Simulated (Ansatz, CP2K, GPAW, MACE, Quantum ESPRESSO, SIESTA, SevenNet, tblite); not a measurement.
# Running Σ3 (111)[1-10] symmetric tilt boundary in YRh (48 atoms) with Quantum ESPRESSO

Aim: run Σ3 (111)[1-10] symmetric tilt boundary in YRh (48 atoms) in Quantum ESPRESSO and see how near its forces come to a plane-wave reference, and at what cost.

Method: the method is named at each step, in Quantum ESPRESSO 7.5.

### Step 1. Starting point

The cell holds 48 atoms: 24 Y and 24 Rh. Cell: a = 4.818 Å, b = 8.345 Å, c = 24.964 Å, α = 90.0°, β = 90.0°, γ = 90.0°. It derives from YRh (CsCl-type). CsCl-type YRh (a = 3.407 Å); two grains mirrored in (111), tilt axis [1-10], misorientation 109.47 deg; 1 x 1 boundary periods, 2 lattice periods a grain, two boundaries a cell, upper grain shifted by [0, 0] of the boundary cell and opened by 0.68 Å, no atom removed; not relaxed, displaced by a Gaussian of 0.02 Å. Then every atom was moved at random, 0.02 Å r.m.s. a Cartesian component. Regions: lower grain, 24 atoms (12 Y and 12 Rh); upper grain, 24 atoms (12 Y and 12 Rh). The structure's axis is c.

The yardstick, on the same geometry:

| Quantity | Value |
| --- | --- |
| method | Kohn-Sham DFT, PBE, PAW, plane waves (Ansatz 0.2.0); cutoff 420 eV, Γ point, fermi-dirac smearing of 0.05 eV; PAW set soft_2 |
| r.m.s. force component | 0.4926 eV/Å |
| longest force | 2.517 eV/Å |
| pressure | -3.761 GPa |
| SCF cycles | 10 |
| time | 12 s on 8 threads of Arm Neoverse N1, shared host |
| CPU time | 89 s |

### Step 2. PBE, sssp-1.3.0-efficiency, 45/360 Ry

Method: Kohn-Sham DFT, PBE, SSSP efficiency 1.3.0 pseudopotentials, plane waves.

The input, pw.in:

```
&control
  calculation = 'scf'
  pseudo_dir = './pseudo'
  outdir = './tmp'
  disk_io = 'none'
  tprnfor = .true.
  tstress = .true.
/
&system
  ibrav = 0
  nat = 48
  ntyp = 2
  ecutwfc = 45
  ecutrho = 360
  nosym = .true.
  occupations = 'smearing'
  smearing = 'fd'
  degauss = 0.003675
/
&electrons
  conv_thr = 2.4e-07
  electron_maxstep = 100
  mixing_beta = 0.2
  mixing_mode = 'local-TF'
  diagonalization = 'david'
/
ATOMIC_SPECIES
Y 88.906 Y.upf
Rh 102.906 Rh.upf
CELL_PARAMETERS angstrom
4.81823 0.00000 0.00000
0.00000 8.34541 0.00000
0.00000 0.00000 24.96439
ATOMIC_POSITIONS crystal
Y 0.99570 0.00186 0.00185
Rh 0.00067 0.00139 0.11846
Y 0.50008 0.49984 0.99920
Rh 0.49838 0.49658 0.11818
Y 0.49667 0.17326 0.07740
Rh 0.49879 0.16498 0.19996
Y 0.00555 0.66863 0.07920
Rh 0.00521 0.66353 0.19681
Y 0.98894 0.33179 0.15682
Rh 0.99912 0.33312 0.27613
Y 0.99504 0.00128 0.23665
Rh 0.99986 0.99628 0.35186
Y 0.49959 0.83421 0.15632
Rh 0.51160 0.83586 0.27515
Y 0.49970 0.50550 0.23780
Rh 0.49929 0.51095 0.35267
Y 0.50516 0.16767 0.31444
Rh 0.50514 0.16345 0.43431
Y 0.99519 0.66283 0.31569
Rh 0.99320 0.66400 0.43437
Y 0.00821 0.33849 0.39343
Rh 0.00742 0.34162 0.03857
Y 0.49958 0.83532 0.39101
Rh 0.50928 0.83819 0.03863
Y 0.00197 0.99483 0.50015
Rh 0.00111 0.00232 0.85525
Y 0.50539 0.49754 0.49861
Rh 0.49761 0.50195 0.85496
Y 0.49719 0.16614 0.89285
Rh 0.49056 0.16469 0.77525
Y 0.98590 0.66481 0.89419
Rh 0.00550 0.67247 0.77527
Y 0.99757 0.33377 0.81608
Rh 0.00411 0.33176 0.69745
Y 0.00581 0.00158 0.73617
Rh 0.99764 0.99983 0.61811
Y 0.49871 0.82960 0.81697
Rh 0.50757 0.83645 0.69652
Y 0.50419 0.50236 0.73608
Rh 0.51005 0.49512 0.61962
Y 0.50250 0.16421 0.65804
Rh 0.49387 0.16463 0.53930
Y 0.99701 0.66849 0.65743
Rh 0.99679 0.66616 0.54041
Y 0.99709 0.33071 0.57933
Rh 0.00301 0.32870 0.93311
Y 0.49954 0.83662 0.57887
Rh 0.50173 0.82652 0.93378
K_POINTS gamma
```

The run is started by

```
> OMP_NUM_THREADS=1 mpirun -np 4 pw.x -in pw.in > output.txt
```

Log:

```text
Program PWSCF
     gamma-point specific algorithms are used
     one sub-group per band group will be used
     scalapack distributed-memory algorithm (size of sub-group:  2*  2 procs)
     Parallelization info
     sticks:   dense  smooth     PW     G-vecs:    dense   smooth      PW
     Min        1026     514    128               195310    69078    8632
     Max        1027     516    130               195331    69092    8641
     Sum        4105    2061    515               781277   276345   34543
     bravais-lattice index     =            0
     lattice parameter (alat)  =       9.1051  a.u.
     unit-cell volume          =    6774.1181 (a.u.)^3
     number of atoms/cell      =           48
     number of atomic types    =            2
     number of electrons       =       672.00
     number of Kohn-Sham states=          403
     kinetic-energy cutoff     =      45.0000  Ry
     charge density cutoff     =     360.0000  Ry
     scf convergence threshold =      2.4E-07
     mixing beta               =       0.2000
     number of iterations used =            8  local-TF  mixing
     Exchange-correlation= PBE
                           (   1   4   3   4   0   0   0)
     crystal axes: (cart. coord. in units of alat)
               a(1) = (   1.000000   0.000000   0.000000 )
               a(2) = (   0.000000   1.732049   0.000000 )
               a(3) = (   0.000000   0.000000   5.181237 )
     reciprocal axes: (cart. coord. in units 2 pi/alat)
               b(1) = (  1.000000  0.000000  0.000000 )
               b(2) = (  0.000000  0.577351  0.000000 )
               b(3) = (  0.000000  0.000000  0.193004 )
     PseudoPot. # 1 for Y :
     Pseudo is Ultrasoft + core correction, Zval = 11.0
     PseudoPot. # 2 for Rh:
     Pseudo is Norm-conserving, Zval = 17.0
     atomic species   valence    mass     pseudopotential
     Y                11.00    88.90600     Y ( 1.00)
     Rh               17.00   102.90600     Rh( 1.00)
     No symmetry found
   Cartesian axes
     number of k points=     1  Fermi-Dirac smearing, width (Ry)=  0.0037
                       cart. coord. in units 2pi/alat
        k(    1) = (   0.0000000   0.0000000   0.0000000), wk =   2.0000000
     Dense  grid:   390639 G-vectors     FFT dimensions: (  60,  96, 288)
     Smooth grid:   138173 G-vectors     FFT dimensions: (  40,  72, 216)
     Check: negative core charge=   -0.000005
     Initial potential from superposition of free atoms
     starting charge     671.8823, renormalised to     672.0000
     negative rho (up, down):  1.032E+00 0.000E+00
     Starting wfcs are  552 randomized atomic wfcs
     Self-consistent Calculation
     iteration #  1     ecut=    45.00 Ry     beta= 0.20
     negative rho (up, down):  1.024E+00 0.000E+00
     total energy              =   -7310.99989618 Ry
     estimated scf accuracy    <      14.98732449 Ry
     iteration #  2     ecut=    45.00 Ry     beta= 0.20
     negative rho (up, down):  1.010E+00 0.000E+00
     total energy              =   -7309.11112790 Ry
     estimated scf accuracy    <       8.14792291 Ry
     iteration #  3     ecut=    45.00 Ry     beta= 0.20
     negative rho (up, down):  1.016E+00 0.000E+00
     total energy              =   -7310.02902468 Ry
     estimated scf accuracy    <       1.45703434 Ry
     iteration #  4     ecut=    45.00 Ry     beta= 0.20
     negative rho (up, down):  1.032E+00 0.000E+00
     total energy              =   -7309.87872623 Ry
     estimated scf accuracy    <       0.81805788 Ry
     iteration #  5     ecut=    45.00 Ry     beta= 0.20
     negative rho (up, down):  1.038E+00 0.000E+00
     total energy              =   -7309.89723120 Ry
     estimated scf accuracy    <       0.13572942 Ry
     iteration #  6     ecut=    45.00 Ry     beta= 0.20
[...]
total energy              =   -7309.91228699 Ry
     estimated scf accuracy    <       0.10654272 Ry
[...]
total energy              =   -7309.92911789 Ry
[...]
iteration # 13     ecut=    45.00 Ry     beta= 0.20
[...]
total energy              =   -7309.92911868 Ry
     estimated scf accuracy    <       0.00000142 Ry
     iteration # 14     ecut=    45.00 Ry     beta= 0.20
[...]
total energy              =   -7309.92911856 Ry
     estimated scf accuracy    <       0.00000096 Ry
     iteration # 15     ecut=    45.00 Ry     beta= 0.20
     negative rho (up, down):  1.047E+00 0.000E+00
     End of self-consistent calculation
          k = 0.0000 0.0000 0.0000 ( 17272 PWs)   bands (ev):
   -63.0970 -63.0942 -63.0892 -63.0888 -63.0224 -63.0106 -63.0041 -62.9856
   -62.9855 -62.9805 -62.9766 -62.9737 -62.9679 -62.9433 -62.9263 -62.9225
   -62.9163 -62.9088 -62.9041 -62.8909 -62.8429 -62.8401 -62.8121 -62.8106
   -31.0756 -31.0750 -31.0698 -31.0668 -30.9848 -30.9825 -30.9788 -30.9728
   -30.9654 -30.9579 -30.9574 -30.9551 -30.9474 -30.9453 -30.9444 -30.9440
   -30.9436 -30.9416 -30.9350 -30.9289 -30.9124 -30.8967 -30.8889 -30.8811
[...]
17.2857  17.3074  17.3284  17.3568  17.3700  17.4165  17.4594  17.4681
    17.5190  17.5369  17.5469  17.6158  17.6577  17.7128  17.7260  17.7698
    17.8732  17.9106  17.9392  18.0372  18.1127  18.1331  18.1663  18.2012
    18.3108  18.3762  18.4047
     the Fermi energy is    14.7430 ev
!    total energy              =   -7309.92911857 Ry
     estimated scf accuracy    <       0.00000011 Ry
     smearing contrib. (-TS)   =      -0.01055734 Ry
     internal energy E=F+TS    =   -7309.91856123 Ry
     The total energy is F=E-TS. E is the sum of the following terms:
     one-electron contribution =   -2642.06700524 Ry
     hartree contribution      =    1611.81474141 Ry
     xc contribution           =   -1056.79553699 Ry
     ewald contribution        =   -5222.87076041 Ry
     convergence has been achieved in  15 iterations
     negative rho (up, down):  1.047E+00 0.000E+00
     Forces acting on atoms (cartesian axes, Ry/au):
     atom    1 type  1   force =     0.00529519    0.03575511   -0.09060019
     atom    2 type  2   force =    -0.00110353    0.00935114   -0.01156948
     atom    3 type  1   force =     0.00309720    0.04201337   -0.08100461
     atom    4 type  2   force =     0.00008695    0.01365113   -0.00839226
     atom    5 type  1   force =    -0.00004636   -0.01748140    0.01688107
     atom    6 type  2   force =    -0.00321390    0.01326878   -0.02857134
[...]
atom   46 type  2   force =    -0.00282732    0.01506231    0.03117819
     atom   47 type  1   force =    -0.00096334   -0.01299161    0.00147439
     atom   48 type  2   force =    -0.00460237    0.01935426    0.03079651
     Total force =     0.228288     Total SCF correction =     0.001663
     Computing stress (Cartesian axis) and pressure
     negative rho (up, down):  1.047E+00 0.000E+00
          total   stress  (Ry/bohr**3)                   (kbar)     P=      -40.32
  -0.00111566  -0.00000517   0.00000105         -164.12       -0.76        0.15
  -0.00000517   0.00016759   0.00000339           -0.76       24.65        0.50
   0.00000105   0.00000339   0.00012582            0.15        0.50       18.51
     Message from routine punch:
     Nothing written, as per user request (disk_io='none')
```

Run time: 3.1 min. Hardware: 4 MPI ranks of Arm Neoverse N1, shared host; peak memory 2.2 GiB.

Banners, paths, timers and routine set-up lines are dropped from the logs unmarked, and long logs keep their key lines alone; longer cuts are marked.

Numbers from this run, and their distance from the reference:

| Property | Result |
| --- | --- |
| r.m.s. force component | 0.4891 eV/Å |
| r.m.s. difference of force components | 7.816 meV/Å |
| longest difference of force vectors | 34.33 meV/Å |
| force difference over r.m.s. force | 1.587 % |
| slope of forces against the reference's | 0.9929 |
| correlation of force components | 0.9999 |
| pressure | -4.032 GPa |
| pressure difference | -0.2713 GPa |

Length of the force difference by element (eV/Å):

```csv
element,atoms,mean,most
Rh,24,0.013,0.034
Y,24,0.0076,0.014
```

Local excerpt of 11 atoms (numbers count through the whole input) about Y1, which bears the longest force; x, y, z are measured from there.

```csv
atom,x,y,z,distance (Å),bonds,Fx,Fy,Fz (eV/Å)
Y1,0.00,0.00,0.00,0.00,9,0.14,0.92,-2.33
Rh24,-2.34,-1.37,0.92,2.86,11,-0.12,-0.65,0.45
Rh2,0.02,0.00,2.91,2.91,14,-0.03,0.24,-0.30
Rh24,2.47,-1.37,0.92,2.97,11,-0.12,-0.65,0.45
Rh22,0.06,2.84,0.92,2.98,11,-0.14,-0.70,0.38
Rh46,0.04,2.73,-1.72,3.22,11,-0.07,0.39,0.80
Rh48,-2.38,-1.46,-1.70,3.27,10,-0.12,0.50,0.79
Rh48,2.44,-1.46,-1.70,3.31,10,-0.12,0.50,0.79
Y5,-2.40,1.43,1.89,3.37,13,0.00,-0.45,0.43
Y5,2.41,1.43,1.89,3.38,13,0.00,-0.45,0.43
Y7,0.05,-2.78,1.93,3.39,13,-0.13,-0.20,-0.04
```

Forces lie 1.6 % from the reference's, at 8.3 times its CPU time (on 4 against 8 cores).

### Step 3. PBE, sssp-1.3.0-efficiency, 45/360 Ry, rmm-davidson

Method: Kohn-Sham DFT, PBE, SSSP efficiency 1.3.0 pseudopotentials, plane waves.

Changes to pw.in since step 2:

```diff
@@ -24,3 +24,3 @@
   mixing_mode = 'local-TF'
-  diagonalization = 'david'
+  diagonalization = 'rmm-davidson'
 /
```

Log:

```text
[banner, memory and clock lines left out]
Program PWSCF
     gamma-point specific algorithms are used
     one sub-group per band group will be used
[... lines left out ...]
     total energy              =   -7309.11112790 Ry
[... lines left out ...]
     total energy              =   -7309.72441876 Ry
[... lines left out ...]
     total energy              =   -7309.92911852 Ry
[... lines left out ...]
     total energy              =   -7309.92911853 Ry
[... lines left out ...]
     the Fermi energy is    14.7431 ev
!    total energy              =   -7309.92911859 Ry
[... lines left out ...]
     The total energy is F=E-TS. E is the sum of the following terms:
[... lines left out ...]
     convergence has been achieved in  19 iterations
[... lines left out ...]
     atom    1 type  1   force =     0.00529513    0.03574995   -0.09057528
     atom    2 type  2   force =    -0.00110408    0.00934619   -0.01157921
     atom    3 type  1   force =     0.00309655    0.04200950   -0.08099118
[...]
atom   47 type  1   force =    -0.00096298   -0.01298971    0.00146627
     atom   48 type  2   force =    -0.00460361    0.01934773    0.03080373
     Total force =     0.228290     Total SCF correction =     0.001078
     Computing stress (Cartesian axis) and pressure
     negative rho (up, down):  1.047E+00 0.000E+00
          total   stress  (Ry/bohr**3)                   (kbar)     P=      -40.25
  -0.00111542  -0.00000517   0.00000106         -164.08       -0.76        0.16
  -0.00000517   0.00016803   0.00000341           -0.76       24.72        0.50
   0.00000106   0.00000341   0.00012654            0.16        0.50       18.61
     Message from routine punch:
     Nothing written, as per user request (disk_io='none')
```

Wall time 3.7 min (4 MPI ranks); peak memory 2.5 GiB.

Numbers from this run, and their distance from the reference:

| Quantity | Value |
| --- | --- |
| r.m.s. force component | 0.4891 eV/Å |
| r.m.s. difference of force components | 7.768 meV/Å |
| longest difference of force vectors | 34.17 meV/Å |
| force difference over r.m.s. force | 1.577 % |
| slope of forces against the reference's | 0.9929 |
| correlation of force components | 0.9999 |
| pressure | -4.025 GPa |
| pressure difference | -0.2643 GPa |
| energy less the same-level run's | 0 meV/atom |
| r.m.s. force difference from the same-level run | 0.279 meV/Å |

Against the first run (1.6 %), the force difference from the reference is 1.6 %, at 1.2 times the CPU time: another solver or mixer reaches the same state.

### Step 4. The ladder

Differences are against the plane-wave reference, forces as r.m.s. over components; share is that over the reference's r.m.s. force, slope the least-squares factor from reference forces to these. Total energies of different programs have different zeros and aren't compared.

```csv
run,"Δ force, r.m.s. (meV/Å)",share (%),slope,Δ pressure (GPa),cores,CPU time,memory (GiB)
reference,-,-,-,-,8,89 s,1.5
"QE PBE, sssp-1.3.0-efficiency, 45/360 Ry",7.82,1.59,0.993,-0.271,4,12 min,2.2
"QE PBE, sssp-1.3.0-efficiency, 45/360 Ry, rmm-davidson",7.77,1.58,0.993,-0.264,4,15 min,2.5
```

CPU time is summed over cores on a shared host, where runs went side by side, so it is rough. Symmetry, cutoffs, thresholds, outputs and thread counts weren't matched or tuned between programs; memory under MPI is the largest rank's times the ranks.

Within one program, basis, potentials and functional, energies share a zero. Each run against its twin at the usual cutoff or grid and solver:

```csv
run,twin,Δ energy (meV/atom),"Δ force, r.m.s. (meV/Å)",CPU time over the twin's
"QE PBE, sssp-1.3.0-efficiency, 45/360 Ry, rmm-davidson","sssp-1.3.0-efficiency, 45/360 Ry",0,0.279,1.2
```

### Step 5. Outcome

```json
{
 "nearest in forces": "a tie at 1.6 % of 2 runs: QE PBE, sssp-1.3.0-efficiency, 45/360 Ry; QE PBE, sssp-1.3.0-efficiency, 45/360 Ry, rmm-davidson"
}
```

In words: PBE on plane waves or a grid with other potentials, cutoffs or grids differs from the reference by 1.6 % in each run of the r.m.s. force; this holds the reference's own error, so differences of a few per cent don't tell which side is nearer the exact PBE result (QE's 45 Ry are 612 eV, against the reference's 420 eV). None of the electronic-structure runs in the table takes under half the reference's CPU time of 89 s; they take 8.3 to 10 times as much. The cell is under 6 Å thick along one periodic direction, so every atom has periodic images of itself close by, which move with it and show among its neighbours and in g(r). The reference's stress is far from hydrostatic: its diagonal is -16.2, 2.8, 2.1 GPa, compression counted positive. The host structure and its lattice constant were typed by rule, without a check against the phase diagram. The reference's pressure of -3.8 GPa belongs to a cell and atoms that aren't relaxed at this level. The electronic-structure runs sample only Γ, in a cell whose shortest periodic width is 5 Å, which is coarse for a cell with partly filled levels.

[Also dropped from logs without a mark: logging warnings of Python, and SIESTA's first energy breakdown and zero terms.]

[Logs are printed without paths, hosts, clocks, repeated set-up lines and the standing remarks that a program may print on its own settings, such as how far it seeks lower states.]

[Hosts, paths, dates, database ids (printed as entryN), source tags and the programs' standing remarks are cut or masked in the printed files.]
